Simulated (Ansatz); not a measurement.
# CuO (Tenorite) (C2/c) in Ansatz: further runs

The runs below take CuO (Tenorite) through band structure, single point, equation of state, with r2SCAN+U, PBE.

Everything below comes from runs of Ansatz 0.2.0. Logs are shortened: lines on timing, memory, paths and dates and some standing lists are left out, and cuts for length are marked.

## 1. Starting point

The structure is monoclinic, space group C2/c (No. 15). Conventional cell: a = 4.684 Å, b = 3.423 Å, c = 5.129 Å, α = 90.00°, β = 99.54°, γ = 90.00°. Cu (site symmetry -1) has 4 O at 1.95 to 1.96 Å as nearest neighbours. Around O (site symmetry 2) lie 4 Cu at 1.95 to 1.96 Å.

## 2. Band structure, r2SCAN+U

Contents of input.yaml:

```yaml
crystal:
  lattice:
    - [2.34185, -1.7113, 0.0]
    - [2.34185, 1.7113, 0.0]
    - [-0.8500274268, 0.0, 5.0578693947]
  atoms:
    - { symbol: Cu, position: [0.5, 0.0, 0.5] }
    - { symbol: Cu, position: [0.0, 0.5, 0.0] }
    - { symbol: O, position: [0.4184, 0.5816, 0.75] }
    - { symbol: O, position: [0.5816, 0.4184, 0.25] }
hamiltonian:
  xc: r2scan
  pseudopotentials: { kind: paw }
  hubbard: { sites: [{ species: Cu, l: d, u_eff: 5.3 }] }
kpoints:
  mp_grid: { grid: [10, 10, 5] }
  band_path:
    path:
      - [[0.0, 0.0, 0.0], [-0.5, -0.5, 0.0], [-0.5247847702, -0.5247847702, 0.3275098836], [-0.5, -0.5, 0.5], [-0.6335075857, -0.3664924143, 0.5]]
      - [[-0.3664924143, 0.3664924143, 0.5], [0.0, 0.0, 0.5], [-0.4752152298, -0.4752152298, 0.6724901164]]
      - [[-0.5, -0.5, 0.0], [-0.612731633, -0.387268367, 0.0]]
      - [[-0.387268367, 0.387268367, 0.0], [0.0, 0.0, 0.0], [-0.5, 0.0, 0.0]]
      - [[-0.5, 0.0, 0.5], [0.0, 0.0, 0.0]]
    npoints: 14
scf:
  occupations: { method: fermi_dirac, width: 0.05 }
  n_extra_bands: 10
output:
  forces: true
  stress: true
  eigenvalues: true
  fatbands: true
  write_density: true
  write_potential: true
  elf: true
  volumetric_format: npy
```

Potentials or basis: Ansatz PAW.

On the command line:

```sh
$ ansatz run input.yaml --threads 2 --pin off --max-ram 5120MiB --backend cpu --events-out ev --progress --plain --runs-dir out
```

Standard output:

```text
Warning: RAYON_NUM_THREADS=2 ignored (pool sized by the plan → 2); use --threads N
Cu: projections on atomic orbitals take those of the free atom [Ne] 3s2 3p6 3d10 4s1, of charge +0.00 (hamiltonian.pseudopotentials.projection_atoms); the dataset's partial waves leave at most 2.0e-6 of an orbital's norm unspanned inside its sphere
O: projections on atomic orbitals take those of the free atom [He] 2s2 2p4, of charge +0.00 (hamiltonian.pseudopotentials.projection_atoms); the dataset's partial waves leave at most 1.9e-8 of an orbital's norm unspanned inside its sphere
scf.n_extra_bands = 10 over 25 filled bands (N_el = 50.0): the run solves 35 bands
Engine: ansatz 0.2.0, aarch64-unknown-linux-gnu
Pseudopotentials: kind: paw
Pseudopotential: Cu, paw, valence charge 19, recommended cutoff 500 eV (meta_gga), Cu.paw.azcp
Pseudopotential: O, paw, valence charge 6, recommended cutoff 500 eV (meta_gga), O.paw.azcp
Functional definition: r2SCAN
  parameter k0 = 0.174
  parameter k1 = 0.065
  parameter a1 = 4.9479
  exchange = r2scan_x(k0 = k0, k1 = k1, a1 = a1)
  correlation = r2scan_c
Crystal: 4 atoms, lattice volume = 40.540 Å³
Basis set: ecut = 500 eV, 1031 PW (Γ), exchange–correlation on 96×96×160 points (64 copies of the dense FFT grid, shifted against one another)
Bands: 35, of which v1, the nominal top of the filled ones, is band 25 counted from 1 (24 counted from 0)
Symmetry: 4 space group operations
Space group: C2/c (ITA 15), of the structure as read, at distance tolerance 3.4e-5 Å
k-points: 141 of 500
Non-local potential: Cu, projectors of the file, l = 0: 3, l = 1: 2, l = 2: 3, l = 3: 1
Non-local potential: O, projectors of the file, l = 0: 2, l = 1: 2, l = 2: 1
PAW form: soft (Blöchl's): semilocal exchange-correlation on the pseudo side does not see the compensation charge
PAW frozen core: Cu, regenerated for the run's functional (the file was generated under x = pbe(κ = 0.804, μ = 0.2195149727645171), c = pbe(β = 0.06672455060314922))
PAW frozen core: O, regenerated for the run's functional (the file was generated under x = pbe(κ = 0.804, μ = 0.2195149727645171), c = pbe(β = 0.06672455060314922))
PAW one-centre angular grid: Cu, 590 points (default); XC on 160 Gauss nodes
PAW one-centre angular grid: O, 302 points (default); XC on 160 Gauss nodes
Initial density: superposition of atomic densities (chi_scale 0.1, normalization cell, long waves of neutral atoms under a Hubbard term (reshape's long-wave potential 0.00 eV rms, cloud 1.98 Å wide))
Initial wavefunctions: pseudopotential atomic-orbital guess
Functional: x = r2scan, c = r2scan; τ floored in thin density (d = 2e-4 eV/Å³)
SCF iter   1: F=—  HF=-14394.572812 eV  |F-HF|=—  |Δ(HF+E_count)|=         —  Δρ=9.86e-2  dr2=2.55e0  dr2_τ=1.10e-2  ethr=3.10e-3  ⟨swp⟩=5.1  Hψ=18332  notcnv=0  defer=58
preconditioner: auto → Kerker (q_TF=auto, 2.825 Å⁻¹)  [metal: Δε(μ)=0.012 eV  Ē_g=18.301 eV  σ=0.050 eV  W_gap=0.06  n_scr=20 (ndim 8)  ℏωp=34.0 eV  f_vac=0.000  D(μ)=1.78/eV (n_scr^D=20)]
SCF iter   2: F=—  HF=-14394.629403 eV  |F-HF|=—  |Δ(HF+E_count)|=   5.66e-2  Δρ=6.54e-2  dr2=7.61e-1  dr2_τ=7.69e-2  ethr=3.10e-3  ⟨swp⟩=2.4  Hψ=9295  notcnv=0  defer=457
SCF iter   3: F=—  HF=-14394.620861 eV  |F-HF|=—  |Δ(HF+E_count)|=   8.54e-3  Δρ=2.55e-2  dr2=8.04e-2  dr2_τ=5.87e-3  ethr=1.52e-3  ⟨swp⟩=2.0  Hψ=8877  notcnv=0  defer=457
SCF iter   4: F=—  HF=-14394.824086 eV  |F-HF|=—  |Δ(HF+E_count)|=   2.03e-1  Δρ=2.03e-2  dr2=7.47e-2  dr2_τ=2.30e-3  ethr=1.61e-4  ⟨swp⟩=2.0  Hψ=7828  notcnv=0  defer=457
SCF iter   5: F=—  HF=-14394.854779 eV  |F-HF|=—  |Δ(HF+E_count)|=   3.07e-2  Δρ=2.46e-3  dr2=2.57e-3  dr2_τ=5.53e-4  ethr=1.49e-4  ⟨swp⟩=2.0  Hψ=8584  notcnv=0  defer=457
SCF iter   6: F=—  HF=-14394.855343 eV  |F-HF|=—  |Δ(HF+E_count)|=   5.65e-4  Δρ=1.57e-3  dr2=3.97e-4  dr2_τ=4.21e-5  ethr=5.14e-6  ⟨swp⟩=2.0  Hψ=7112  notcnv=0  defer=457
SCF iter   7: F=—  HF=-14394.855707 eV  |F-HF|=—  |Δ(HF+E_count)|=   3.64e-4  Δρ=4.52e-4  dr2=3.95e-5  dr2_τ=3.60e-6  ethr=7.94e-7  ⟨swp⟩=2.0  Hψ=8013  notcnv=0  defer=457
SCF iter   8: F=—  HF=-14394.855729 eV  |F-HF|=—  |Δ(HF+E_count)|=   2.25e-5  Δρ=9.03e-5  dr2=3.42e-6  dr2_τ=1.72e-7  ethr=7.90e-8  ⟨swp⟩=2.0  Hψ=6578  notcnv=0  defer=457
SCF iter   9: F=—  HF=-14394.855731 eV  |F-HF|=—  |Δ(HF+E_count)|=   1.05e-6  Δρ=2.59e-5  dr2=2.05e-7  dr2_τ=1.26e-8  ethr=6.85e-9  ⟨swp⟩=2.0  Hψ=6733  notcnv=0  defer=457
SCF iter  10: F=-14394.855731 eV  HF=-14394.855731 eV  |F-HF|=4.62e-10  |Δ(HF+E_count)|=   2.71e-8  Δρ=4.78e-6  dr2=7.96e-9  dr2_τ=1.89e-10  ethr=2.00e-10  ⟨swp⟩=11.2  Hψ=31215  notcnv=0
SCF 1 converged in 10 iterations: F = -14394.855731 eV  dr2 = 7.96e-9
NSCF: frozen V_eff on 145 k-points
SCF converged after 10 iterations
Free energy (F): -14394.855731 eV
Harris-Foulkes:  -14394.855731 eV  (|F-HF|=4.62e-10)
Internal energy: -14394.839249 eV  (E = F + TS)
E sigma→0 (E₀):  -14394.847490 eV
Entropy (-TS):   -0.016481 eV (-4.120 meV/atom)
Fermi energy:    11.432218 eV
--- Per-component energies (eV) ---
  E_band       = -950.721804
  E_kinetic    = 945.703983
  E_local      = -9708.787082  (includes V_loc(G=0)·N_el)
  E_nonlocal   = 898.864312
  E_hartree    = 4225.730591
  E_xc         = -310.771962
  E_vxc        = -454.248388  (∫ρ·V_xc dr)
  E_hubbard    = 2.141865  (on-site DFT+U / exact-exchange correction)
  E_vhub       = -46.074297  (the Hubbard potential's part of the band-sum identity)
  E_paw        = -3682.729353  (= ΣΔE_a)
  E_vpaw       = -1067.949641  (= ΣTr[D̂ρ^β])
  E_aug_tail   = 0.002427  (compensation charges beyond the density's cutoff)
  E_vtau       = 30.312396  (kinetic-family band-sum trace: ∫τ·v_τ [+ j·A + Jᵃ·Aᵃ] dr)
  E_ewald      = -6764.327933
  E_core_change = -0.666098  (= ΣΔE_core)
  E_smearing   = -0.016481  (= −TS)
  E_closure    = -0.000000  (closes the sum)
  Σ components = -14394.855731   (vs F -14394.855731, Δ=0.00e0)
--- Forces (eV/Å), atoms counted from 1 ---
  atom   1  Cu    -0.00000000    -0.00000000     0.00000000
  atom   2  Cu     0.00000000     0.00000000    -0.00000000
  atom   3  O     -0.00000000    -0.15646543     0.00000000
  atom   4  O      0.00000000     0.15646543    -0.00000000
  max |Σ_I F_I| component: 1.26e-29 eV/Å
--- Stress (GPa, compression-positive) ---
        1.162137      -0.000000      -0.993297
       -0.000000       1.697560       0.000000
       -0.993288       0.000000       0.269835
  P = ⅓ Tr σ = 1.0432 GPa (10.432 kbar)
--- Band table (eV; the first three rows and the last of 141) ---
  k-point 0: bands = ["-103.9326", "-103.9314", "-59.9016", "-59.9009", "-59.9002", "-59.8906", "-59.5195", "-59.5190", "-9.2935", "-7.9795", "2.9606", "5.4081", "5.6130", "6.5216", "6.7857", "6.9388", "7.0847", "7.4390", "7.5225", "7.7072", "8.4887", "8.5320", "8.5877", "8.9698", "11.6442", "12.4616", "13.8431", "18.5346", "20.6677", "26.0771", "28.4287", "29.0920", "29.4615", "29.8371", "30.9777"]
  k-point 1: bands = ["-103.9323", "-103.9314", "-59.9016", "-59.9010", "-59.8993", "-59.8915", "-59.5195", "-59.5191", "-9.1859", "-8.1277", "3.3117", "5.5202", "5.6712", "6.3058", "6.6663", "6.9014", "7.0988", "7.2364", "7.3953", "7.4729", "8.4740", "8.5877", "8.8076", "8.9755", "11.6186", "12.3050", "14.4046", "17.8915", "21.5693", "26.1027", "27.8883", "27.9863", "29.6274", "30.1010", "31.3752"]
  k-point 2: bands = ["-103.9318", "-103.9314", "-59.9014", "-59.9012", "-59.8969", "-59.8939", "-59.5194", "-59.5192", "-8.8893", "-8.4881", "4.2414", "5.3724", "5.8266", "5.9546", "6.3729", "6.4695", "7.1354", "7.1741", "7.2860", "7.3748", "8.2102", "8.2753", "9.2641", "9.3878", "11.6424", "11.9352", "15.5689", "16.7874", "23.3429", "25.3183", "26.9152", "27.3154", "29.8498", "30.1633", "31.2560"]
  k-point 140: bands = ["-103.9306", "-103.9301", "-59.9159", "-59.9148", "-59.8944", "-59.8929", "-59.5281", "-59.5272", "-7.9721", "-7.9095", "4.2558", "4.9325", "5.0100", "5.3900", "6.0605", "6.1651", "6.8604", "7.1243", "7.4547", "7.4682", "8.4732", "8.7680", "9.0670", "9.4510", "10.6476", "11.4302", "17.1028", "18.3114", "21.2866", "22.0002", "25.4636", "25.6289", "28.4849", "28.6777", "29.0128"]
Occupation matrices written to <dir>
```

Wall time 28 s (2 threads of Arm Neoverse V1, shared host); peak memory 0.67 GiB.

What came out:

| Quantity | Value |
| --- | --- |
| Free energy | -14394.8557 eV |
| Pressure | 1.0 GPa |
| Largest force | 0.156 eV/Å |
| Band gap on the k mesh | none (metal or under the smearing width) |

Forces in eV/Å, atoms in the order of the input:
```
Cu   0.000  0.000  0.000
Cu   0.000  0.000  0.000
O    0.000 -0.156  0.000
O    0.000  0.156  0.000
```

Levels at the corners of the path, in eV from the Fermi level:
```csv
point,band 22,band 23,band 24,band 25,band 26,band 27,band 28,band 29
Γ,-2.90,-2.84,-2.46,0.21,1.03,2.41,7.10,9.24
Y,-3.70,-2.33,-2.14,-1.11,1.19,4.35,8.27,9.63
F,-2.72,-2.48,-1.99,-0.87,0.24,5.26,7.23,9.88
L,-2.78,-2.14,-2.14,-0.43,-0.43,6.25,6.25,10.22
I,-2.88,-2.47,-2.47,-0.34,-0.34,6.88,6.88,10.31
I1,-2.88,-2.47,-2.47,-0.34,-0.34,6.88,6.88,10.31
Z,-3.23,-2.04,-2.04,0.32,0.32,4.75,4.75,12.91
F1,-2.72,-2.48,-1.99,-0.87,0.24,5.26,7.23,9.88
Y,-3.70,-2.33,-2.14,-1.11,1.19,4.35,8.27,9.63
X1,-3.19,-2.40,-2.13,-1.55,1.02,5.83,8.30,8.89
X,-3.19,-2.40,-2.13,-1.55,1.02,5.83,8.30,8.89
Γ,-2.90,-2.84,-2.46,0.21,1.03,2.41,7.10,9.24
N,-2.72,-2.46,-2.03,0.08,0.33,5.92,7.42,7.98
M,-2.92,-2.88,-2.73,-0.23,0.79,6.11,7.61,9.17
Γ,-2.90,-2.84,-2.46,0.21,1.03,2.41,7.10,9.24
```

Eigenvalues of the final occupation matrices:
| site | spin | trace | eigenvalues |
| --- | --- | --- | --- |
| site 1 | 1 | 4.75 | 0.78 0.98 1.00 1.00 1.00 |
| site 2 | 1 | 4.75 | 0.78 0.98 1.00 1.00 1.00 |

Caveat: the run has no spin polarisation, though such a crystal can be magnetic; U without spin polarisation on a metal has little footing; the PAW data sets come from PBE, with cores solved anew for the run's functional, which leaves a small shift of forces and pressure.

## 3. Single point, PBE, 9.53 Å³/atom (volume scaled by 0.94)

Contents of input.yaml:

```yaml
crystal:
  lattice:
    - [2.2940437287, -1.6763657078, 0.0]
    - [2.2940437287, 1.6763657078, 0.0]
    - [-0.8326750593, 0.0, 4.9546185987]
  atoms:
    - { symbol: Cu, position: [0.5, 0.0, 0.5] }
    - { symbol: Cu, position: [0.0, 0.5, 0.0] }
    - { symbol: O, position: [0.4184, 0.5816, 0.75] }
    - { symbol: O, position: [0.5816, 0.4184, 0.25] }
hamiltonian:
  xc: pbe
  pseudopotentials: { kind: paw, accuracy: stringent }
kpoints:
  mp_grid: { grid: [10, 10, 5] }
scf:
  occupations: { method: fermi_dirac, width: 0.05 }
output:
  forces: true
  stress: true
  eigenvalues: true
  write_density: true
  write_potential: true
  elf: true
  volumetric_format: npy
```

Potentials or basis: SSSP precision PAW.

On the command line:

```sh
$ ansatz run input.yaml --threads 2 --pin off --max-ram 5120MiB --backend cpu --events-out ev --progress --plain --runs-dir out
```

Run time: 17 s. Hardware: 2 threads of Arm Neoverse V1, shared host; peak memory 0.88 GiB.

It converged, with:

```
Free energy            : -6930.4213 eV
Pressure               : 19.4 GPa
Largest force          : 0.035 eV/Å
Band gap on the k mesh : none (metal or under the smearing width)
```

Caveat: the run has no spin polarisation, though such a crystal can be magnetic; semilocal functionals often make such compounds metallic where correlation or magnetic order opens a gap, which also shifts bond lengths.

## 4. Single point, PBE, 9.73 Å³/atom (volume scaled by 0.96)

Edit input.yaml of step 3 so:

```diff
@@ -2,5 +2,5 @@
   lattice:
-    - [2.2940437287, -1.6763657078, 0.0]
-    - [2.2940437287, 1.6763657078, 0.0]
-    - [-0.8326750593, 0.0, 4.9546185987]
+    - [2.3101994985, -1.6881714891, 0.0]
+    - [2.3101994985, 1.6881714891, 0.0]
+    - [-0.8385391614, 0.0, 4.9895114286]
   atoms:
@@ -21,5 +21 @@
   eigenvalues: true
-  write_density: true
-  write_potential: true
-  elf: true
-  volumetric_format: npy
```

On the command line:

```sh
$ ansatz run input.yaml --threads 2 --pin off --max-ram 5120MiB --backend cpu --events-out ev --progress --plain --runs-dir out
```

Run time: 13 s. Hardware: 2 threads of Arm Neoverse V1, shared host; peak memory 0.9 GiB.

The run converged. Its results:

```yaml
Free_energy: -6930.5065 eV
Pressure: 14.4 GPa
Largest_force: 0.113 eV/Å
Band_gap_on_the_k_mesh: none (metal or under the smearing width)
```

Caveat: the run has no spin polarisation, though such a crystal can be magnetic; semilocal functionals often make such compounds metallic where correlation or magnetic order opens a gap, which also shifts bond lengths.

## 5. Single point, PBE, 9.93 Å³/atom (volume scaled by 0.98)

Edit input.yaml of step 4 so:

```diff
@@ -2,5 +2,5 @@
   lattice:
-    - [2.3101994985, -1.6881714891, 0.0]
-    - [2.3101994985, 1.6881714891, 0.0]
-    - [-0.8385391614, 0.0, 4.9895114286]
+    - [2.3261324123, -1.699814419, 0.0]
+    - [2.3261324123, 1.699814419, 0.0]
+    - [-0.8443223728, 0.0, 5.0239229397]
   atoms:
```

On the command line:

```sh
$ ansatz run input.yaml --threads 2 --pin off --max-ram 5120MiB --backend cpu --events-out ev --progress --plain --runs-dir out
```

Run time: 13 s. Hardware: 2 threads of Arm Neoverse V1, shared host; peak memory 0.91 GiB.

The run converged. Its results:

| Item | Value |
| --- | --- |
| Free energy | -6930.5677 eV |
| Pressure | 9.9 GPa |
| Largest force | 0.186 eV/Å |
| Band gap on the k mesh | none (metal or under the smearing width) |

Caveat: the run has no spin polarisation, though such a crystal can be magnetic; semilocal functionals often make such compounds metallic where correlation or magnetic order opens a gap, which also shifts bond lengths.

## 6. Single point, PBE, 10.13 Å³/atom

Edit input.yaml of step 5 so:

```diff
@@ -2,5 +2,5 @@
   lattice:
-    - [2.3261324123, -1.699814419, 0.0]
-    - [2.3261324123, 1.699814419, 0.0]
-    - [-0.8443223728, 0.0, 5.0239229397]
+    - [2.34185, -1.7113, 0.0]
+    - [2.34185, 1.7113, 0.0]
+    - [-0.8500274268, 0.0, 5.0578693947]
   atoms:
@@ -21 +21,5 @@
   eigenvalues: true
+  write_density: true
+  write_potential: true
+  elf: true
+  volumetric_format: npy
```

Potentials or basis: SSSP precision PAW.

On the command line:

```sh
$ ansatz run input.yaml --threads 2 --pin off --max-ram 5120MiB --backend cpu --events-out ev --progress --plain --runs-dir out
```

It took 18 s on 2 threads of Arm Neoverse V1, shared host; peak memory 0.9 GiB.

Results (log left out):

- Free energy: -6930.6074 eV
- Pressure: 5.9 GPa
- Largest force: 0.252 eV/Å
- Band gap on the k mesh: none (metal or under the smearing width)

Caveat: the run has no spin polarisation, though such a crystal can be magnetic; semilocal functionals often make such compounds metallic where correlation or magnetic order opens a gap, which also shifts bond lengths.

## 7. Single point, PBE, 10.34 Å³/atom (volume scaled by 1.02)

Edit input.yaml of step 6 so:

```diff
@@ -2,5 +2,5 @@
   lattice:
-    - [2.34185, -1.7113, 0.0]
-    - [2.34185, 1.7113, 0.0]
-    - [-0.8500274268, 0.0, 5.0578693947]
+    - [2.3573593924, -1.7226334429, 0.0]
+    - [2.3573593924, 1.7226334429, 0.0]
+    - [-0.8556569116, 0.0, 5.0913661947]
   atoms:
```

On the command line:

```sh
$ ansatz run input.yaml --threads 2 --pin off --max-ram 5120MiB --backend cpu --events-out ev --progress --plain --runs-dir out
```

Wall time 18 s (2 threads of Arm Neoverse V1, shared host); peak memory 0.92 GiB.

It converged, with:

* Free energy: -6930.6280 eV
* Pressure: 2.3 GPa
* Largest force: 0.312 eV/Å
* Band gap on the k mesh: none (metal or under the smearing width)

Caveat: the run has no spin polarisation, though such a crystal can be magnetic; semilocal functionals often make such compounds metallic where correlation or magnetic order opens a gap, which also shifts bond lengths.

## 8. Single point, PBE, 10.54 Å³/atom (volume scaled by 1.04)

Edit input.yaml of step 7 so:

```diff
@@ -2,5 +2,5 @@
   lattice:
-    - [2.3573593924, -1.7226334429, 0.0]
-    - [2.3573593924, 1.7226334429, 0.0]
-    - [-0.8556569116, 0.0, 5.0913661947]
+    - [2.3726673498, -1.7338196878, 0.0]
+    - [2.3726673498, 1.7338196878, 0.0]
+    - [-0.861213281, 0.0, 5.1244279405]
   atoms:
```

On the command line:

```sh
$ ansatz run input.yaml --threads 2 --pin off --max-ram 5120MiB --backend cpu --events-out ev --progress --plain --runs-dir out
```

Wall time 18 s (2 threads of Arm Neoverse V1, shared host); peak memory 0.92 GiB.

The run converged. Its results:

```
Free energy            : -6930.6314 eV
Pressure               : -0.9 GPa
Largest force          : 0.368 eV/Å
Band gap on the k mesh : none (metal or under the smearing width)
```

Caveat: the run has no spin polarisation, though such a crystal can be magnetic; semilocal functionals often make such compounds metallic where correlation or magnetic order opens a gap, which also shifts bond lengths.

## 9. Single point, PBE, 10.74 Å³/atom (volume scaled by 1.06)

Edit input.yaml of step 8 so:

```diff
@@ -2,5 +2,5 @@
   lattice:
-    - [2.3726673498, -1.7338196878, 0.0]
-    - [2.3726673498, 1.7338196878, 0.0]
-    - [-0.861213281, 0.0, 5.1244279405]
+    - [2.3877802882, -1.744863423, 0.0]
+    - [2.3877802882, 1.744863423, 0.0]
+    - [-0.8666988638, 0.0, 5.157068489]
   atoms:
@@ -21,5 +21 @@
   eigenvalues: true
-  write_density: true
-  write_potential: true
-  elf: true
-  volumetric_format: npy
```

Potentials or basis: SSSP precision PAW.

On the command line:

```sh
$ ansatz run input.yaml --threads 2 --pin off --max-ram 5120MiB --backend cpu --events-out ev --progress --plain --runs-dir out
```

It took 14 s on 2 threads of Arm Neoverse V1, shared host; peak memory 0.94 GiB.

It converged, with:

- Free energy: -6930.6194 eV
- Pressure: -3.8 GPa
- Largest force: 0.419 eV/Å
- Band gap on the k mesh: none (metal or under the smearing width)

Caveat: the run has no spin polarisation, though such a crystal can be magnetic; semilocal functionals often make such compounds metallic where correlation or magnetic order opens a gap, which also shifts bond lengths.

## 10. Equation of state, PBE

Potentials or basis: SSSP precision PAW.

No new run: the results of the series are fitted here.

What came out:

```yaml
Equilibrium_volume: 10.48 Å³/atom
Bulk_modulus_at_fixed_shape_and_positions: 162 GPa
Pressure_derivative_of_the_bulk_modulus: 4.7
```

Energy against volume, from the lowest point:
| volume (Å³/atom) | energy (meV/atom) |
| --- | --- |
| 9.527 | 52.52 |
| 9.730 | 31.23 |
| 9.932 | 15.93 |
| 10.135 | 5.99 |
| 10.338 | 0.85 |
| 10.540 | 0.00 |
| 10.743 | 3.00 |

Caveat: the cell was scaled at fixed shape and fractional positions, which overstates the stiffness of a crystal with free parameters, most of all of layers and chains; the run has no spin polarisation, though such a crystal can be magnetic.
